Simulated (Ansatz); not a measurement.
# BaTe (Fm-3m): lattice vibrations

```
CELL_PARAMETERS angstrom
0.00000 3.47140 3.47140
3.47140 0.00000 3.47140
3.47140 3.47140 0.00000
ATOMIC_POSITIONS crystal
Ba 0.00000 0.00000 0.00000
Te 0.50000 0.50000 0.50000
```

Conventional cell: a = 6.943 Å, b = 6.943 Å, c = 6.943 Å, α = 90.00°, β = 90.00°, γ = 90.00°. Ba (atom 1) is surrounded by 6 Te at 3.47 Å. Te (atom 2) has 6 Ba at 3.47 Å as nearest neighbours.

Computed, not measured; unless marked otherwise by PBEsol, all-electron LAPW in Ansatz 0.2.0, scalar-relativistic. k mesh 6×6×6, fixed occupations, basis error target 1 meV/atom. The cell was relaxed by PAW under this functional, which moved its volume by +5 % from the database entry's.

Atoms are displaced by 0.01 Å in the smallest supercells that hold the wave vectors of a 2×2×2 mesh. Negative values stand for unstable modes. The zone centre has no LO-TO term.

(1) What are the phonon energies at the solved wave vectors, in meV?

(2) Is the structure dynamically stable at these wave vectors?

(3) How do the optical zone-centre modes decompose, and which are active?

(4) How well do frozen-core PAW files reproduce these all-electron values?

(5) The cell is scaled evenly to 81.992 and 85.338 Å³ (from 83.665), with free atoms relaxed and the shape held. What are the mode Grüneisen parameters γ = −d ln ω/d ln V?

(6) Linear response on PAW files adds the field. What are the dielectric tensor, the Born charges and the LO shift?

Answers

(1) 

```tsv
q	point	modes (meV)
0.000 0.000 0.000	Gamma	11.78 (×3)
0.500 0.000 0.000	L	8.87 (×2), 9.95 (×2), 12.07, 14.19
0.500 0.500 0.000	X	5.01 (×2), 7.97, 12.20 (×2), 12.75
```

(2) Yes, no mode is unstable there; wave vectors off this mesh aren't tested.

(3) Point group m-3m: Γ_opt = T1u.

```tsv
label	meV	activity	mostly
T1u	11.78	IR	Te (52 %)
```

(4) With a cutoff of 420 eV and displacements of 0.0025 Å, the r.m.s. difference over the modes is 0.0 cm⁻¹; the largest difference is 98.3 (PAW) against 98.4 cm⁻¹ (LAPW).

(5) For the highest mode, 117.2 cm⁻¹ in the small cell and 111.9 in the large one give γ ≈ 1.16. From the change of the dynamical matrix on each mode:

| point | cm⁻¹ | γ |
| --- | --- | --- |
| Gamma | 95.0 | 2.14 |
| L | 71.5 | 2.20 |
| L | 80.3 | 1.83 |
| L | 97.4 | 1.14 |
| L | 114.5 | 1.17 |
| X | 40.4 | -0.79 |
| X | 64.3 | -0.48 |
| X | 98.4 | 2.39 |
| X | 102.8 | 2.59 |

Weighted by the modes' heat capacities at 300 K, the mean on this mesh is 1.42; it moves with the q mesh, and a coarse one overweights the zone boundary. Rows under −0.05 (2 here) are modes that soften under compression and pull towards negative thermal expansion.

(6) ε∞ = (6.25, 6.25, 6.25) along x, y, z with local fields. Born charges (xx, yy, zz): Ba1 (2.57, 2.57, 2.57); Te2 (-2.57, -2.57, -2.57). The highest zone-centre mode lies at 95.0 cm⁻¹ without the macroscopic field and at 135.9 cm⁻¹ with it, for q along x. Lyddane-Sachs-Teller then gives ε₀ = ε∞ (ω_LO/ω_TO)² = 12.77. With the ions free to follow the field, the program's ε₀ is (12.77, 12.77, 12.77).

Keep in mind: the frozen-core PAW files of the compared runs were fitted under PBE, their cores solved anew for this functional; field response not resolved by the mesh; semilocal gaps are low, and ε∞ tends to come out large.
